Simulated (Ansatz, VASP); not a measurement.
# Two plane-wave programs on Al

```
Al
1.0
    -1.62243    1.62243    1.62243
     1.62243   -1.62243    1.62243
     1.62243    1.62243   -1.62243
Al
1
Direct
  0.00000 0.00000 0.00000
```

Change from the starting cell: volume scaled by 1.06.

Alike in both runs: task single point; functional PBE; k mesh 12 × 12 × 12; occupations fermi-dirac, width 0.05 eV; no spin polarisation.

```csv
,VASP,Ansatz
version,VASP 6.6.1,Ansatz 0.2.0
potentials or method,"VASP PAW PBE potentials, release 64 (Al)",Ansatz PAW
plane-wave cutoff (eV),520,420
valence electrons in the cell,3,3
```

```tsv
	VASP	Ansatz	Ansatz less VASP
gap on the k mesh at the Fermi level (eV)	none	none	-
pressure (GPa)	-0.6	-0.6	+0.02
```

A gap of «none» marks a metal or a gap that the smearing closes.
